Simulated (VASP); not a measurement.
Crystal: Ge.

```
Ge
1.0
     0.00000    2.82891    2.82891
     2.82891    0.00000    2.82891
     2.82891    2.82891    0.00000
Ge
2
Cartesian
  4.2434 4.2434 4.2434
  2.8289 2.8289 2.8289
```

* Program: VASP 6.6.1
* Task: relaxation of cell and atoms
* Functional: revPBE
* Potentials or basis: VASP PAW PBE potentials, release 64 (Ge_d)
* Cutoff: 600 eV
* k mesh: 8 × 8 × 8
* Occupations: fermi-dirac, width 0.05 eV
* Spin: no spin polarisation

At the start: pressure 4.9 GPa; volume 22.64 Å³/atom.

**Question.** Where does the relaxation end?

**Answer.** Over 3 steps the energy falls by 24.9 meV/atom and the volume is 24.37 Å³/atom (+7.7 %); space group Fd-3m (No. 227, to 0.05 Å).

Step by step:
| step | energy change (eV) | largest force (eV/Å) | pressure (GPa) | volume (Å³) |
| --- | --- | --- | --- | --- |
| 1 | 0.0000 | 0.0000 | 4.90 | 45.28 |
| 2 | -0.0450 | 0.0000 | -1.35 | 49.97 |
| 3 | -0.0497 | 0.0000 | 0.00 | 48.75 |

Final structure:
```
CELL_PARAMETERS angstrom
0.00000 2.89939 2.89939
2.89939 0.00000 2.89939
2.89939 2.89939 0.00000
ATOMIC_POSITIONS crystal
Ge 0.75000 0.75000 0.75000
Ge 0.50000 0.50000 0.50000
```

The cell as given is a measured one (22.64 Å³/atom); revPBE puts the equilibrium volume +7.7 % from it, thermal expansion not counted.

Caveat: the PAW data sets were made with another functional, which shifts forces and pressure a little.
